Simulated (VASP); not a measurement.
Crystal: GaN.

```xyz
2
Lattice="0.0000 2.2500 2.2500 2.2500 0.0000 2.2500 2.2500 2.2500 0.0000" Properties=species:S:1:pos:R:3 pbc="T T T"
Ga    0.0000    0.0000    0.0000
N     1.1250    1.1250    1.1250
```

The cell was built by a generator and needn't be a form met in nature.

Base run:

- Program: VASP 6.6.1
- Functional: TB-mBJ
- Potentials or basis: VASP PAW PBE potentials, release 64 (Ga_d, N)
- Cutoff: 520 eV
- k mesh: 8 × 8 × 8
- Occupations: fermi-dirac, width 0.05 eV
- Spin: no spin polarisation

Its results: band gap on the k mesh 2.89 eV, direct.

**Question.** The run is repeated on the same cell with these changes: functional from TB-mBJ to PBEsol. What comes out?

**Answer.** Band gap on the k mesh 1.71 eV, direct.

